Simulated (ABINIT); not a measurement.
# Beyond one shot: AlAs (F-43m), part 2 of 3

Aim: iterate the self-energy on AlAs (F-43m) and follow the gap from cycle to cycle.

ABINIT 10.8.3; LDA and many-body steps on it, plane waves. Known limits of the many-body steps: not at the basis limit; no spin-orbit coupling; coarse k mesh.

So far. Step 4 (G0W0): The gap on the mesh goes from 1.35 eV to 1.86 eV, a correction of +0.51 eV. Step 5 (QSGW, cycle 1): Against G0W0 in ABINIT (4×4×4 mesh, 183 bands, screening to 264 eV, Godby-Needs plasmon pole), the gap moves by +0.148 eV.

## Step 6: Screening, 4×4×4 mesh, 183 bands, screening to 264 eV

This step: RPA screening on LDA, plane waves, norm-conserving pseudopotentials.

run.abi reads:

```
acell 3*1.0 Angstrom
rprim 
  0.000000000000 2.830400000000 2.830400000000
  2.830400000000 0.000000000000 2.830400000000
  2.830400000000 2.830400000000 -0.000000000000
ntypat 2
znucl 13 33
natom 2
typat 1 2
xred 
  0.000000000000 0.000000000000 0.000000000000
  0.250000000000 0.250000000000 0.250000000000
pp_dirpath "pseudos"
pseudos "Al.upf, As.upf"
ecut 44
ngkpt 4 4 4
nshiftk 1
shiftk 0 0 0
kptopt 1
chksymbreak 0
istwfk *1
occopt 1
irdwfk 1
optdriver 3
nband 183
ecuteps 9.7
inclvkb 2
awtr 1
symchi 1
gwcalctyp 28
mbpt_sciss 0.961 eV
nqptdm 1
qptdm 
  0 0 0
indata_prefix "in"
outdata_prefix "out"
tmpdata_prefix "tmp"
```

Command:

```console
OMP_NUM_THREADS=1 mpirun -n 4 abinit run.abi > log
```

The program printed:

```text
.Version 10.8.3 of ABINIT. v10.8.2 released Aug 2026.

 Symmetries : space group F-4 3 m (#216); Bravais cF (face-center cubic)
[... echo of the input left out ...]
== DATASET  1 ==================================================================
-   mpi_nproc: 4, omp_nthreads: 1 (-1 if OMP is not activated)

--- !DatasetInfo
iteration_state: {dtset: 1, }
dimensions: {natom: 2, nkpt: 8, mband: 183, nsppol: 1, nspinor: 1, nspden: 1, mpw: 4314, }
cutoff_energies: {ecut:  44.0, pawecutdg:  -1.0, }
electrons: {nelect:   2.60000000E+01, charge:   0.00000000E+00, occopt:   1.00000000E+00, tsmear:   1.00000000E-02, }

 SCREENING: Calculation of the susceptibility and dielectric matrices

 Based on a program developped by R.W. Godby, V. Olevano, G. Onida, and L. Reining.
 Incorporated in ABINIT by V. Olevano, G.-M. Rignanese, and M. Torrent.
.Using double precision arithmetic ; gwpc =  8

[... cell and pseudopotentials left out ...]
--------------------------------------------------------------------------------

 ==== K-mesh for the wavefunctions ====
 Number of points in the irreducible wedge :     8
[... list of points left out ...]
 Together with 24 symmetry operations and time-reversal symmetry
 yields    64 points in the full Brillouin Zone.

 ==== Q-mesh for the screening function ====
 Number of points in the irreducible wedge :     8
[... list of points left out ...]
 Together with 24 symmetry operations and time-reversal symmetry
 yields    64 points in the full Brillouin Zone.

 setmesh: FFT mesh size selected  =    36x   36x   36
          total number of points  =        46656

 vcoul_init : cutoff-mode = AUXILIARY_FUNCTION
 q-points for optical limit:   1
     1)      0.000010    0.000020    0.000030

 Dielectric matrix will be calculated only for some
 selected q points provided by the user through the input variables
 nqptdm and qptdm

- screening: taking advantage of time-reversal symmetry
- Maximum band index for partially occupied states nbvw = 13
- Remaining bands to be divided among processors   nbcw = 170
- Number of bands treated by each node ~42

 rdqps: reading QP wavefunctions of the previous step
        looking for file in_QPS
 file not found, 1st iteration initialized with KS eigenelements

 screening : performing a first self-consistency
 update of the energies in W by a scissor operator
 applying a scissor operator of [eV] :   0.961

 Number of electrons calculated from density =   26.0000; Expected =   26.0000
 average of density, n =  0.084958
 r_s =    1.4111
 omega_plasma =   28.1162 [eV]

 calculating chi0 at frequencies [eV] :
  1    0.000000E+00    0.000000E+00
  2    0.000000E+00    2.811624E+01

--------------------------------------------------------------------------------
  q-point number  1        q = ( 0.000000, 0.000000, 0.000000) [r.l.u.]
--------------------------------------------------------------------------------
[... chi0 elements left out ...]
 For q-point:  0.000010 0.000020 0.000030
  dielectric constant =  12.5793
  dielectric constant without local fields =  13.9031

  Average fulfillment of the sum rule on Im[epsilon] for q-point    1 :     55.36  [%]
[... wings left out ...]
== END DATASET(S) ==============================================================
================================================================================

 -outvars: echo values of variables after computation  --------
           etotal      0.0000000000E+00
            nband         183
             nkpt           8
          spgroup         216
 [... the other variables as echoed above ...]

 Calculation completed.
```

It took 15 s on 4 MPI ranks of Arm Neoverse V2, shared host; peak memory 1.8 GiB; 61 s of CPU time.

Numbers from this step:

```yaml
eps_infinity_with_local_fields_on_this_mesh_along_the_program_s_q_direction: 12.58
the_same_without_local_fields: 13.90
plasma_frequency: 28.12 eV
plane_waves_in_the_screening_matrix: 459
```

This screening uses the functional's bands under a rigid shift, the mean opening of the cycle before.

## Step 7: Screening, 4×4×4 mesh, 183 bands, screening to 264 eV

This step: RPA screening on LDA from quasiparticle energies and orbitals, plane waves, norm-conserving pseudopotentials.

run.abi, as its differences from that of step 6:

```diff
@@ -29,7 +29,13 @@
 symchi 1
+irdqps 1
 gwcalctyp 28
-mbpt_sciss 0.961 eV
-nqptdm 1
+nqptdm 7
 qptdm 
-  0 0 0
+  0.2500000000 0.0000000000 0.0000000000
+  0.5000000000 0.0000000000 0.0000000000
+  0.2500000000 0.2500000000 0.0000000000
+  0.5000000000 0.2500000000 0.0000000000
+  -0.2500000000 0.2500000000 0.0000000000
+  0.5000000000 0.5000000000 0.0000000000
+  -0.2500000000 0.5000000000 0.2500000000
 indata_prefix "in"
```

mrgscr.stdin reads:

```
2
merged
q0_SCR
out_SCR
1
```

Command:

```console
OMP_NUM_THREADS=1 mpirun -n 4 abinit run.abi > log; mrgscr < mrgscr.stdin
```

The program printed:

```text
.Version 10.8.3 of ABINIT. v10.8.2 released Aug 2026.

 Symmetries : space group F-4 3 m (#216); Bravais cF (face-center cubic)
[... echo of the input left out ...]
== DATASET  1 ==================================================================
-   mpi_nproc: 4, omp_nthreads: 1 (-1 if OMP is not activated)

--- !DatasetInfo
iteration_state: {dtset: 1, }
dimensions: {natom: 2, nkpt: 8, mband: 183, nsppol: 1, nspinor: 1, nspden: 1, mpw: 4314, }
cutoff_energies: {ecut:  44.0, pawecutdg:  -1.0, }
[...]
q-point number  1        q = ( 0.250000, 0.000000, 0.000000) [r.l.u.]
--------------------------------------------------------------------------------
[... chi0 elements left out ...]
  Average fulfillment of the sum rule on Im[epsilon] for q-point    2 :     63.14  [%]

--------------------------------------------------------------------------------
  q-point number  2        q = ( 0.500000, 0.000000, 0.000000) [r.l.u.]
--------------------------------------------------------------------------------
[... chi0 elements left out ...]
  Average fulfillment of the sum rule on Im[epsilon] for q-point    3 :     59.31  [%]

 [... 5 further q-points ...]
```

It took 1.8 min on 4 MPI ranks; peak memory 1.8 GiB.

This step gave:

| Item | Value |
| --- | --- |
| plasma frequency | 28.12 eV |
| plane waves in the screening matrix | 459 |

This screening reads the quasiparticle levels of the cycle before.

## Step 8: QSGW, cycle 2

The corrected levels of the last cycle go back in.

This step: QSGW on LDA, plane waves, norm-conserving pseudopotentials.

run.abi, as its differences from that of step 7:

```diff
@@ -23,12 +23,10 @@
 irdwfk 1
-optdriver 3
+optdriver 4
 nband 183
-ecuteps 9.7
-inclvkb 2
-awtr 1
-symchi 1
-irdqps 1
 gwcalctyp 28
-nqptdm 7
-qptdm 
+ecutsigx 44
+symsigma 0
+nkptgw 8
+kptgw 
+  0.0000000000 0.0000000000 0.0000000000
   0.2500000000 0.0000000000 0.0000000000
@@ -40,2 +38,16 @@
   -0.2500000000 0.5000000000 0.2500000000
+bdgw 
+  11 20
+  11 20
+  11 20
+  11 20
+  11 20
+  11 20
+  11 20
+  11 20
+ecuteps 9.7
+irdscr 1
+ppmodel 1
+irdqps 1
+rhoqpmix 0.3
 indata_prefix "in"
```

Command:

```console
OMP_NUM_THREADS=1 mpirun -n 4 abinit run.abi > log
```

The program printed:

```text
.Version 10.8.3 of ABINIT. v10.8.2 released Aug 2026.

 Symmetries : space group F-4 3 m (#216); Bravais cF (face-center cubic)
[... echo of the input left out ...]
== DATASET  1 ==================================================================
-   mpi_nproc: 4, omp_nthreads: 1 (-1 if OMP is not activated)

--- !DatasetInfo
iteration_state: {dtset: 1, }
dimensions: {natom: 2, nkpt: 8, mband: 183, nsppol: 1, nspinor: 1, nspden: 1, mpw: 4314, }
cutoff_energies: {ecut:  44.0, pawecutdg:  -1.0, }
[...]
.  kptgw no:  3; Maximum DeltaE = (   0.104  -0.004) for band index:  9
[...]
.  kptgw no:  7; Maximum DeltaE = (   0.076   0.000) for band index:  6
.  kptgw no:  8; Maximum DeltaE = (   0.097   0.081) for band index:  9

== END DATASET(S) ==============================================================
================================================================================

 -outvars: echo values of variables after computation  --------
           etotal      0.0000000000E+00
            nband         183
             nkpt           8
          spgroup         216
 [... the other variables as echoed above ...]

 Calculation completed.
```

Run time: 13 min. Hardware: 4 MPI ranks; peak memory 2.2 GiB; 52 min of CPU time.

This step gave:

```
quasiparticle gap on the mesh                         : 2.057 eV
gap of the density functional on the mesh             : 1.346 eV
k of the valence top                                  : 0, 0, 0
k of the conduction bottom                            : 0.5, 0.5, 0
least direct quasiparticle gap on the computed points : 2.891 eV
```

Against the cycle before, the gap moves by +0.050 eV.

## Step 9: Screening, 4×4×4 mesh, 183 bands, screening to 264 eV

This step: RPA screening on LDA, plane waves, norm-conserving pseudopotentials.

run.abi reads:

```
acell 3*1.0 Angstrom
rprim 
  0.000000000000 2.830400000000 2.830400000000
  2.830400000000 0.000000000000 2.830400000000
  2.830400000000 2.830400000000 -0.000000000000
ntypat 2
znucl 13 33
natom 2
typat 1 2
xred 
  0.000000000000 0.000000000000 0.000000000000
  0.250000000000 0.250000000000 0.250000000000
pp_dirpath "pseudos"
pseudos "Al.upf, As.upf"
ecut 44
ngkpt 4 4 4
nshiftk 1
shiftk 0 0 0
kptopt 1
chksymbreak 0
istwfk *1
occopt 1
irdwfk 1
optdriver 3
nband 183
ecuteps 9.7
inclvkb 2
awtr 1
symchi 1
gwcalctyp 28
mbpt_sciss 0.999 eV
nqptdm 1
qptdm 
  0 0 0
indata_prefix "in"
outdata_prefix "out"
tmpdata_prefix "tmp"
```

The program printed:

```text
.Version 10.8.3 of ABINIT. v10.8.2 released Aug 2026.

 Symmetries : space group F-4 3 m (#216); Bravais cF (face-center cubic)
[... echo of the input left out ...]
== DATASET  1 ==================================================================
-   mpi_nproc: 4, omp_nthreads: 1 (-1 if OMP is not activated)

--- !DatasetInfo
iteration_state: {dtset: 1, }
dimensions: {natom: 2, nkpt: 8, mband: 183, nsppol: 1, nspinor: 1, nspden: 1, mpw: 4314, }
cutoff_energies: {ecut:  44.0, pawecutdg:  -1.0, }
[...]
[... chi0 elements left out ...]
 For q-point:  0.000010 0.000020 0.000030
  dielectric constant =  12.4841
  dielectric constant without local fields =  13.7924

  Average fulfillment of the sum rule on Im[epsilon] for q-point    1 :     55.40  [%]
[... wings left out ...]
== END DATASET(S) ==============================================================
================================================================================

 -outvars: echo values of variables after computation  --------
           etotal      0.0000000000E+00
            nband         183
             nkpt           8
          spgroup         216
 [... the other variables as echoed above ...]

 Calculation completed.
```

Run time: 15 s. Hardware: 4 MPI ranks; peak memory 1.8 GiB; 61 s of CPU time.

Numbers from this step:

| Item | Value |
| --- | --- |
| ε∞ with local fields, on this mesh, along the program's q direction | 12.48 |
| the same without local fields | 13.79 |
| plasma frequency | 28.12 eV |
| plane waves in the screening matrix | 459 |

This screening uses the functional's bands under a rigid shift, the mean opening of the cycle before.

## Step 10: Screening, 4×4×4 mesh, 183 bands, screening to 264 eV

This step: RPA screening on LDA from quasiparticle energies and orbitals, plane waves, norm-conserving pseudopotentials.

run.abi, as its differences from that of step 9:

```diff
@@ -29,7 +29,13 @@
 symchi 1
+irdqps 1
 gwcalctyp 28
-mbpt_sciss 0.999 eV
-nqptdm 1
+nqptdm 7
 qptdm 
-  0 0 0
+  0.2500000000 0.0000000000 0.0000000000
+  0.5000000000 0.0000000000 0.0000000000
+  0.2500000000 0.2500000000 0.0000000000
+  0.5000000000 0.2500000000 0.0000000000
+  -0.2500000000 0.2500000000 0.0000000000
+  0.5000000000 0.5000000000 0.0000000000
+  -0.2500000000 0.5000000000 0.2500000000
 indata_prefix "in"
```

mrgscr.stdin is that of step 7.

Command:

```console
OMP_NUM_THREADS=1 mpirun -n 4 abinit run.abi > log; mrgscr < mrgscr.stdin
```

The program printed:

```text
.Version 10.8.3 of ABINIT. v10.8.2 released Aug 2026.

 Symmetries : space group F-4 3 m (#216); Bravais cF (face-center cubic)
[... echo of the input left out ...]
== DATASET  1 ==================================================================
-   mpi_nproc: 4, omp_nthreads: 1 (-1 if OMP is not activated)

--- !DatasetInfo
iteration_state: {dtset: 1, }
dimensions: {natom: 2, nkpt: 8, mband: 183, nsppol: 1, nspinor: 1, nspden: 1, mpw: 4314, }
cutoff_energies: {ecut:  44.0, pawecutdg:  -1.0, }
[...]
q-point number  1        q = ( 0.250000, 0.000000, 0.000000) [r.l.u.]
--------------------------------------------------------------------------------
[... chi0 elements left out ...]
  Average fulfillment of the sum rule on Im[epsilon] for q-point    2 :     63.21  [%]

--------------------------------------------------------------------------------
  q-point number  2        q = ( 0.500000, 0.000000, 0.000000) [r.l.u.]
--------------------------------------------------------------------------------
[... chi0 elements left out ...]
  Average fulfillment of the sum rule on Im[epsilon] for q-point    3 :     59.38  [%]

 [... 5 further q-points ...]
```

Wall time 1.9 min (4 MPI ranks); peak memory 1.8 GiB; 7.7 min of CPU time.

Numbers from this step:

```
plasma frequency                    : 28.12 eV
plane waves in the screening matrix : 459
```

This screening reads the quasiparticle levels of the cycle before.

## Step 11: QSGW, cycle 3

This step: QSGW on LDA, plane waves, norm-conserving pseudopotentials.

run.abi, as its differences from that of step 10:

```diff
@@ -23,12 +23,10 @@
 irdwfk 1
-optdriver 3
+optdriver 4
 nband 183
-ecuteps 9.7
-inclvkb 2
-awtr 1
-symchi 1
-irdqps 1
 gwcalctyp 28
-nqptdm 7
-qptdm 
+ecutsigx 44
+symsigma 0
+nkptgw 8
+kptgw 
+  0.0000000000 0.0000000000 0.0000000000
   0.2500000000 0.0000000000 0.0000000000
@@ -40,2 +38,16 @@
   -0.2500000000 0.5000000000 0.2500000000
+bdgw 
+  11 20
+  11 20
+  11 20
+  11 20
+  11 20
+  11 20
+  11 20
+  11 20
+ecuteps 9.7
+irdscr 1
+ppmodel 1
+irdqps 1
+rhoqpmix 0.3
 indata_prefix "in"
```

Command:

```console
OMP_NUM_THREADS=1 mpirun -n 4 abinit run.abi > log
```

The program printed:

```text
.Version 10.8.3 of ABINIT. v10.8.2 released Aug 2026.

 Symmetries : space group F-4 3 m (#216); Bravais cF (face-center cubic)
[... echo of the input left out ...]
== DATASET  1 ==================================================================
-   mpi_nproc: 4, omp_nthreads: 1 (-1 if OMP is not activated)

--- !DatasetInfo
iteration_state: {dtset: 1, }
dimensions: {natom: 2, nkpt: 8, mband: 183, nsppol: 1, nspinor: 1, nspden: 1, mpw: 4314, }
cutoff_energies: {ecut:  44.0, pawecutdg:  -1.0, }
[...]
.  kptgw no:  3; Maximum DeltaE = (   0.026  -0.000) for band index:  4
[...]
.  kptgw no:  7; Maximum DeltaE = (   0.028   0.001) for band index:  6
.  kptgw no:  8; Maximum DeltaE = (   0.057  -0.032) for band index:  9

== END DATASET(S) ==============================================================
================================================================================

 -outvars: echo values of variables after computation  --------
           etotal      0.0000000000E+00
            nband         183
             nkpt           8
          spgroup         216
 [... the other variables as echoed above ...]

 Calculation completed.
```

Run time: 14 min. Hardware: 4 MPI ranks; peak memory 2.2 GiB.

This step gave:

- quasiparticle gap on the mesh: 2.121 eV
- gap of the density functional on the mesh: 1.346 eV
- k of the valence top: 0, 0, 0
- k of the conduction bottom: 0.5, 0.5, 0
- least direct quasiparticle gap on the computed points: 2.944 eV

Against the cycle before, the gap moves by +0.064 eV.

## Step 12: Screening, 4×4×4 mesh, 183 bands, screening to 264 eV

This step: RPA screening on LDA, plane waves, norm-conserving pseudopotentials.

run.abi reads:

```
acell 3*1.0 Angstrom
rprim 
  0.000000000000 2.830400000000 2.830400000000
  2.830400000000 0.000000000000 2.830400000000
  2.830400000000 2.830400000000 -0.000000000000
ntypat 2
znucl 13 33
natom 2
typat 1 2
xred 
  0.000000000000 0.000000000000 0.000000000000
  0.250000000000 0.250000000000 0.250000000000
pp_dirpath "pseudos"
pseudos "Al.upf, As.upf"
ecut 44
ngkpt 4 4 4
nshiftk 1
shiftk 0 0 0
kptopt 1
chksymbreak 0
istwfk *1
occopt 1
irdwfk 1
optdriver 3
nband 183
ecuteps 9.7
inclvkb 2
awtr 1
symchi 1
gwcalctyp 28
mbpt_sciss 1.046 eV
nqptdm 1
qptdm 
  0 0 0
indata_prefix "in"
outdata_prefix "out"
tmpdata_prefix "tmp"
```

The program printed:

```text
.Version 10.8.3 of ABINIT. v10.8.2 released Aug 2026.

 Symmetries : space group F-4 3 m (#216); Bravais cF (face-center cubic)
[... echo of the input left out ...]
== DATASET  1 ==================================================================
-   mpi_nproc: 4, omp_nthreads: 1 (-1 if OMP is not activated)

--- !DatasetInfo
iteration_state: {dtset: 1, }
dimensions: {natom: 2, nkpt: 8, mband: 183, nsppol: 1, nspinor: 1, nspden: 1, mpw: 4314, }
cutoff_energies: {ecut:  44.0, pawecutdg:  -1.0, }
[...]
[... chi0 elements left out ...]
 For q-point:  0.000010 0.000020 0.000030
  dielectric constant =  12.3686
  dielectric constant without local fields =  13.6583

  Average fulfillment of the sum rule on Im[epsilon] for q-point    1 :     55.46  [%]
[... wings left out ...]
== END DATASET(S) ==============================================================
================================================================================

 -outvars: echo values of variables after computation  --------
           etotal      0.0000000000E+00
            nband         183
             nkpt           8
          spgroup         216
 [... the other variables as echoed above ...]

 Calculation completed.
```

Run time: 16 s. Hardware: 4 MPI ranks; peak memory 1.8 GiB.

Numbers from this step:

```yaml
eps_infinity_with_local_fields_on_this_mesh_along_the_program_s_q_direction: 12.37
the_same_without_local_fields: 13.66
plasma_frequency: 28.12 eV
plane_waves_in_the_screening_matrix: 459
```

This screening uses the functional's bands under a rigid shift, the mean opening of the cycle before.

## Step 13: Screening, 4×4×4 mesh, 183 bands, screening to 264 eV

This step: RPA screening on LDA from quasiparticle energies and orbitals, plane waves, norm-conserving pseudopotentials.

run.abi, as its differences from that of step 12:

```diff
@@ -29,7 +29,13 @@
 symchi 1
+irdqps 1
 gwcalctyp 28
-mbpt_sciss 1.046 eV
-nqptdm 1
+nqptdm 7
 qptdm 
-  0 0 0
+  0.2500000000 0.0000000000 0.0000000000
+  0.5000000000 0.0000000000 0.0000000000
+  0.2500000000 0.2500000000 0.0000000000
+  0.5000000000 0.2500000000 0.0000000000
+  -0.2500000000 0.2500000000 0.0000000000
+  0.5000000000 0.5000000000 0.0000000000
+  -0.2500000000 0.5000000000 0.2500000000
 indata_prefix "in"
```

mrgscr.stdin is that of step 10.

Command:

```console
OMP_NUM_THREADS=1 mpirun -n 4 abinit run.abi > log; mrgscr < mrgscr.stdin
```

The program printed:

```text
.Version 10.8.3 of ABINIT. v10.8.2 released Aug 2026.

 Symmetries : space group F-4 3 m (#216); Bravais cF (face-center cubic)
[... echo of the input left out ...]
== DATASET  1 ==================================================================
-   mpi_nproc: 4, omp_nthreads: 1 (-1 if OMP is not activated)

--- !DatasetInfo
iteration_state: {dtset: 1, }
dimensions: {natom: 2, nkpt: 8, mband: 183, nsppol: 1, nspinor: 1, nspden: 1, mpw: 4314, }
cutoff_energies: {ecut:  44.0, pawecutdg:  -1.0, }
[...]
q-point number  1        q = ( 0.250000, 0.000000, 0.000000) [r.l.u.]
--------------------------------------------------------------------------------
[... chi0 elements left out ...]
  Average fulfillment of the sum rule on Im[epsilon] for q-point    2 :     63.25  [%]

--------------------------------------------------------------------------------
  q-point number  2        q = ( 0.500000, 0.000000, 0.000000) [r.l.u.]
--------------------------------------------------------------------------------
[... chi0 elements left out ...]
  Average fulfillment of the sum rule on Im[epsilon] for q-point    3 :     59.40  [%]

 [... 5 further q-points ...]
```

Wall time 2 min (4 MPI ranks); peak memory 1.8 GiB.

Numbers from this step:

| Property | Result |
| --- | --- |
| plasma frequency | 28.12 eV |
| plane waves in the screening matrix | 459 |

This screening reads the quasiparticle levels of the cycle before.

(Continued in part 3 of 3.)

[Paths, hosts, dates, memory and timing lines, banners, echoed tables and standing remarks are left out of the program output.]

[Logs are printed without paths, hosts, clocks, repeated set-up lines and the standing remarks that a program may print on its own settings, such as how far it seeks lower states.]

[Runs of the session that timed out or met a known fault of the program may be left out.]

[Hosts, paths, dates, database ids (printed as entryN), source tags and the programs' standing remarks are cut or masked in the printed files.]

[G0W0 gaps are taken among the corrected bands and points alone; a level outside them can change the order at an edge.]

[Where Ansatz stands beside ABINIT at settings called matched, ABINIT's density can come from a denser mesh and the files from another edition; pairs whose starting gaps differed by over 0.03 eV were left out, so agreement reads better than it is.]
